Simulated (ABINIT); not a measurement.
# BaO (Fm-3m): G0W0 with and without spin-orbit coupling, part 2 of 2

Is the spin-orbit change of the gap of BaO (Fm-3m) the same in DFT and in GW?

ABINIT 10.8.3; PBE and many-body steps on it, plane waves. Known limits of the many-body steps: not at the basis limit; screening head approximate; no spin-orbit coupling in some runs; coarse k mesh.

So far. Step 4 (Scalar-relativistic): The gap on the mesh goes from 1.94 eV to 2.78 eV, a correction of +0.84 eV. Step 5 (Empty states on the mesh, 4×4×4 mesh, 192 bands): On this mesh the gap is 1.888 eV.

The database entry behind the starting cell differs from later determinations by our own check (about 0.7 % short), so it need not match the best structure at ambient conditions.

### 7. With spin-orbit coupling

This step: G0W0 on PBE with spin-orbit coupling, plane waves, norm-conserving pseudopotentials.

The input, run.abi:

```
acell 3*1.0 Angstrom
rprim 
  -0.000000000000 2.750000000000 2.750000000000
  2.750000000000 -0.000000000000 2.750000000000
  2.750000000000 2.750000000000 -0.000000000000
ntypat 2
znucl 56 8
natom 2
typat 1 2
xred 
  0.000000000000 0.000000000000 0.000000000000
  0.500000000000 0.500000000000 0.500000000000
pp_dirpath "pseudos"
pseudos "Ba.upf, O.upf"
ecut 36
nspinor 2
ngkpt 4 4 4
nshiftk 1
shiftk 0 0 0
kptopt 1
chksymbreak 0
istwfk *1
occopt 1
irdwfk 1
optdriver 4
nband 176
gwcalctyp 0
ecutsigx 36
symsigma 0
nkptgw 2
kptgw 
  0.5000000000 0.5000000000 0.0000000000
  0.0000000000 0.0000000000 0.0000000000
bdgw 
  13 20
  13 22
ecuteps 5.5
irdscr 1
ppmodel 1
indata_prefix "in"
outdata_prefix "out"
tmpdata_prefix "tmp"
```

Command:

```console
> OMP_NUM_THREADS=1 mpirun -n 4 abinit run.abi > log
```

Numbers of over 12 decimals in the logs are rounded to 6 here.

What it wrote:

```text
.Version 10.8.3 of ABINIT. v10.8.2 released Aug 2026.

 Symmetries : space group Fm -3 m (#225); Bravais cF (face-center cubic)
[... echo of the input left out ...]
== DATASET  1 ==================================================================
-   mpi_nproc: 4, omp_nthreads: 1 (-1 if OMP is not activated)

--- !DatasetInfo
iteration_state: {dtset: 1, }
dimensions: {natom: 2, nkpt: 8, mband: 176, nsppol: 1, nspinor: 2, nspden: 1, mpw: 2914, }
cutoff_energies: {ecut:  36.0, pawecutdg:  -1.0, }
electrons: {nelect:   1.60000000E+01, charge:   0.00000000E+00, occopt:   1.00000000E+00, tsmear:   1.00000000E-02, }

 SIGMA: Calculation of the GW corrections

 Based on a program developped by R.W. Godby, V. Olevano, G. Onida, and L. Reining.
 Incorporated in ABINIT by V. Olevano, G.-M. Rignanese, and M. Torrent.
.Using double precision arithmetic ; gwpc =  8

[... cell and pseudopotentials left out ...]
--------------------------------------------------------------------------------

 ==== K-mesh for the wavefunctions ====
 Number of points in the irreducible wedge :     8
[... list of points left out ...]
 Together with 48 symmetry operations and time-reversal symmetry
 yields    64 points in the full Brillouin Zone.

 ==== Q-mesh for screening function ====
 Number of points in the irreducible wedge :     8
[... list of points left out ...]
 Together with 48 symmetry operations and time-reversal symmetry
 yields    64 points in the full Brillouin Zone.

 vcoul_init : cutoff-mode = AUXILIARY_FUNCTION
 q-points for optical limit:   1
     1)      0.000010    0.000020    0.000030
 setmesh: FFT mesh size selected  =    40x   40x   40
          total number of points  =        64000

 Number of electrons calculated from density =   16.0000; Expected =   16.0000
[...]
number of omega for Sigma on real axis              0
 max omega for Sigma on real axis  [eV]           0.00
 zcut for avoiding poles [eV]                     0.10

 EPSILON^-1 parameters (SCR file):
 dimension of the eps^-1 matrix on file            169
 dimension of the eps^-1 matrix used               169
 number of plane-waves for wavefunctions          2891
 number of bands                                   176
 number of q-points in IBZ                           8
 number of frequencies                               2
 number of real frequencies                          1
 number of imag frequencies                          1

 matrix elements of self-energy operator (all in [eV])

 Perturbative Calculation

--- !SelfEnergy_ee
iteration_state: {dtset: 1, }
kpoint     : [   0.500,    0.500,    0.000, ]
spin       : 1
KS_gap     :    1.888
QP_gap     :    2.717
Delta_QP_KS:    0.829
data: !SigmaeeData |
     Band     E0 <VxcDFT>   SigX SigC(E0)      Z dSigC/dE  Sig(E)    E-E0       E
       13   5.648 -18.678 -23.548   4.320   0.766  -0.305 -19.100  -0.422   5.226
       14   5.648 -18.678 -23.548   4.320   0.766  -0.305 -19.100  -0.422   5.226
       15   5.827 -18.723 -23.470   4.203   0.770  -0.299 -19.142  -0.419   5.408
[...]
--- !SelfEnergy_ee
iteration_state: {dtset: 1, }
kpoint     : [   0.000,    0.000,    0.000, ]
spin       : 1
KS_gap     :    4.064
QP_gap     :    4.916
Delta_QP_KS:    0.852
data: !SigmaeeData |
     Band     E0 <VxcDFT>   SigX SigC(E0)      Z dSigC/dE  Sig(E)    E-E0       E
[...]
21  10.448  -9.842  -4.968  -4.017   0.838  -0.193  -9.123   0.718  11.167
       22  10.448  -9.842  -4.968  -4.017   0.838  -0.193  -9.123   0.718  11.167

== END DATASET(S) ==============================================================
================================================================================

 -outvars: echo values of variables after computation  --------
           etotal      0.0000000000E+00
            nband         176
             nkpt           8
          spgroup         225
 [... the other variables as echoed above ...]

 Calculation completed.
```

The job ended after 2.4 min (4 MPI ranks of Arm Neoverse V2, shared host; peak memory 1.4 GiB).

Numbers from this step:

| Property | Result |
| --- | --- |
| G0W0 gap on the points computed | 2.717 eV |
| starting gap on the mesh | 1.888 eV |
| k of the valence top | 0.5, 0.5, 0 |
| k of the conduction bottom | 0.5, 0.5, 0 |
| Z at the valence top | 0.77 |
| Z at the conduction bottom | 0.844 |
| least direct G0W0 gap on the computed points | 2.717 eV |

Against G0W0 in ABINIT (4×4×4 mesh, 88 bands, screening to 149.7 eV, Godby-Needs plasmon pole), the gap moves by −0.062 eV.

### 8. Side by side

Times are wall times on 4 MPI ranks of Arm Neoverse V2, shared host, good to a factor of about two. A run's time includes the screening step that it read.

```csv
run,mesh,bands,screening cutoff (eV),DFT gap (eV),gap on the mesh (eV),direct (eV),ε∞ used,time
scalar-relativistic,4×4×4,88,149.7,1.938,2.779,2.779,4.60,15 s
with spin-orbit coupling,4×4×4,176,149.7,1.888,2.717,2.717,4.60,3.8 min
```

### 9. What came out

```yaml
scalar_relativistic: 2.779 eV
with_spin_orbit_coupling: 2.717 eV
known_limits: not at the basis limit; screening head approximate; no spin-orbit coupling in some runs; coarse k mesh
```

In words: With spin-orbit coupling: −0.062 eV against scalar-relativistic, −0.050 eV of it in the start. Bands and cutoff are finite, so the gap is not at the basis limit. The miss can reach some tenths of an eV and take either sign; the mesh is an error of its own. In the G0W0 runs levels were corrected at 2 k points alone, so a gap called «on the mesh» is the least over those, and an edge elsewhere would be missed. The 4×4×4 mesh is coarse for this cell, which bears on the long-range parts of exchange and screening. The long-wavelength limit of the screening leaves out the non-local commutator, which shifts ε∞.

[Paths, hosts, dates, memory and timing lines, banners, echoed tables and standing remarks are left out of the program output.]

[Logs are printed without paths, hosts, clocks, repeated set-up lines and the standing remarks that a program may print on its own settings, such as how far it seeks lower states.]

[Runs of the session that timed out or met a known fault of the program may be left out.]

[Hosts, paths, dates, database ids (printed as entryN), source tags and the programs' standing remarks are cut or masked in the printed files.]

[G0W0 gaps are taken among the corrected bands and points alone; a level outside them can change the order at an edge.]

[Where Ansatz stands beside ABINIT at settings called matched, ABINIT's density can come from a denser mesh and the files from another edition; pairs whose starting gaps differed by over 0.03 eV were left out, so agreement reads better than it is.]
